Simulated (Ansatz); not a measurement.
Runs of Ansatz 0.2.0 on WS2 (Tungstenite). It takes space group P6_3/mmc (No. 194, hexagonal). Conventional cell: a = 3.180 Å, b = 3.180 Å, c = 12.500 Å, α = 90.00°, β = 90.00°, γ = 120.00°. W (site symmetry -6m2) is surrounded by 6 S at 2.41 Å. S (site symmetry 3m) has 3 W at 2.41 Å as nearest neighbours. 

```tsv
task	level	U	cell	points for each segment of the path	hubbard projectors	double counting	target pressure (GPa)	gap on the mesh (eV)	pressure (GPa)	largest force (eV/Å)
band structure	PBE+U	W d U = 6 eV	as given	14	ortho-atomic (the default)	fll (the default)	-	1.23	3.0	0.16
band structure	PBE+U	W d U = 8 eV	as given	14	ortho-atomic (the default)	fll (the default)	-	-	4.4	0.15
relaxation of cell and atoms	PBE	-	relaxed	-	-	-	-	1.78	0.0	-
band structure	PBE+U	W d U = 5 eV	as given	14	ortho-atomic (the default)	fll (the default)	-	1.26	2.7	0.16
relaxation of cell and atoms	PBE	-	relaxed to 20 GPa	-	-	-	20	(b)	20.0	-
relaxation of cell and atoms	PBE	-	relaxed to 5 GPa	-	-	-	5	0.92	5.0	-
band structure	PBE+U	W d U = 4 eV	as given	14	ortho-atomic (the default)	fll (the default)	-	1.24	(a)	0.15
band structure	PBE+U	W d U = 3 eV	as given	14	ortho-atomic (the default)	fll (the default)	-	1.20	2.5	0.14
```

Alike in all rows: potentials or basis Ansatz PAW; no spin polarisation; k mesh 10 × 10 × 3; cutoff (eV) 420; smearing fermi-dirac 0.05 eV.

**Question.** Estimate the missing entries.

**Answer.** (a) 2.6; (b) 0.36.

Caveats: spin-orbit coupling is left out, which moves the levels of the heavy elements; this functional lacks dispersion, which binds the layers, so the pressure and a relaxed spacing across them are unreliable (some runs); the k mesh misses the band edges, so the gap on the mesh is wider than the one along the path (some runs); odd divisions of the mesh miss points on the zone boundary, where band edges often lie, so the gap on the mesh can be too wide (some runs); the plane-wave basis is chosen anew once the cell has moved, so the energies of steps on either side of that aren't comparable (some runs); this functional lacks dispersion, which binds the layers, so the pressure and a relaxed spacing across them are unreliable, and here the layers came unbound (some runs).

A k mesh can miss the band edges, and the runs leave out spin-orbit coupling on W.
